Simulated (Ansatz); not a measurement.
# InSe: stress in a strained cell

Aim: deform InSe (zz strain of -3 %) and compute stress, forces and field gradients with LAPW, PAW and all-electron datasets made for the crystal.

A COD entry behind a cell of this session may itself be a prediction, so a difference from it is no test against experiment.

Method: DFT PBE, scalar-relativistic, in Ansatz 0.2.0.

## 1. Starting point

The structure is trigonal, space group R3m (No. 160). Conventional cell: a = 4.000 Å, b = 4.000 Å, c = 24.950 Å, α = 90.00°, β = 90.00°, γ = 120.00°. In (site symmetry 3m) has 3 Se at 2.64 Å and 1 In at 2.80 Å as nearest neighbours. Around Se (site symmetry 3m) lie 3 In at 2.64 Å.

Structure file:

```
CELL_PARAMETERS angstrom
2.00000 1.15470 8.31667
-2.00000 1.15470 8.31667
0.00000 -2.30940 8.31667
ATOMIC_POSITIONS crystal
In 0.00000 0.00000 0.00000
In 0.11220 0.11220 0.11220
Se 0.61550 0.61550 0.61550
Se 0.83000 0.83000 0.83000
```

Atoms are numbered in the order of the input: In1, In2, Se3, Se4.

## 2. After the deformation

Space group R3m before, R3m after.

## 3. All-electron LAPW

Contents of input.yaml:

```yaml
crystal:
  lattice:
    - [1.9999996503, 1.1547003365, 8.0671699]
    - [-1.9999996503, 1.1547003365, 8.0671699]
    - [0.0, -2.309400673, 8.0671699]
  atoms:
    - { symbol: In, position: [0.0, 0.0, 0.0] }
    - { symbol: In, position: [0.1122, 0.1122, 0.1122] }
    - { symbol: Se, position: [0.6155, 0.6155, 0.6155] }
    - { symbol: Se, position: [0.83, 0.83, 0.83] }
kpoints:
  mp_grid: { grid: [7, 7, 7] }
  band_path:
    path:
      - [0.0, 0.0, 0.0]
      - [-0.5, -0.5, -0.5]
      - [-0.5, -0.1803252268, -0.8196747732]
      - [-0.1803252268, 0.1803252268, -0.5]
      - [0.0, 0.0, -0.5]
      - [0.0, 0.0, 0.0]
      - [0.0, 0.3401626134, -0.3401626134]
      - [-0.3401626134, 0.0, -0.6598373866]
      - [-0.5, 0.0, -0.5]
    npoints: 5
scf:
  occupations: { method: fermi_dirac, width: 0.01 }
hamiltonian:
  xc: pbe
  pseudopotentials: { kind: all_electron, lapw: { basis_error: 0.001 } }
output:
  forces: true
  stress: true
  eigenvalues: true
```

Launch:

```bash
ansatz run input.yaml --threads 1 --pin off --max-ram 4096MiB --backend cpu --events-out ev --progress --plain --runs-dir out
```

## 4. PAW on the default files

Contents of input.yaml:

```yaml
crystal:
  lattice:
    - [1.9999996503, 1.1547003365, 8.0671699]
    - [-1.9999996503, 1.1547003365, 8.0671699]
    - [0.0, -2.309400673, 8.0671699]
  atoms:
    - { symbol: In, position: [0.0, 0.0, 0.0] }
    - { symbol: In, position: [0.1122, 0.1122, 0.1122] }
    - { symbol: Se, position: [0.6155, 0.6155, 0.6155] }
    - { symbol: Se, position: [0.83, 0.83, 0.83] }
kpoints:
  mp_grid: { grid: [7, 7, 7] }
scf:
  occupations: { method: fermi_dirac, width: 0.01 }
hamiltonian:
  xc: pbe
  pseudopotentials: { kind: paw }
output:
  forces: true
  stress: true
  eigenvalues: true
  efg: { contact_densities: true }
  write_density: true
  write_potential: true
  elf: true
  volumetric_format: npy
```

## 5. All-electron PAW on datasets made for the crystal

input.yaml, as its differences from that of step 4:

```diff
@@ -16,3 +16,3 @@
   xc: pbe
-  pseudopotentials: { kind: paw }
+  pseudopotentials: { kind: all_electron, datasets: crystal }
 output:
@@ -22,5 +22 @@
   efg: { contact_densities: true }
-  write_density: true
-  write_potential: true
-  elf: true
-  volumetric_format: npy
```

(Steps that only read results are left out.)

What does the calculation give? Wanted: pressure; largest shear or deviatoric stress.

The runs gave:

| quantity | value |
| --- | --- |
| pressure | LAPW 4.74, PAW 4.73, crystal datasets 4.74 GPa |
| largest shear or deviatoric stress (LAPW) | 0.94 GPa |

What this shows: The largest part of the stress beyond the pressure is 0.94 GPa in size, in the zz component; the atoms are carried along and not relaxed. No run of the undeformed cell stands beside it, so the pressure holds what the given cell had before the change. PAW: stress within 0.01 GPa of LAPW, forces within 1 meV/Å. Crystal datasets: stress within 0.01 GPa of LAPW, forces within 1 meV/Å.
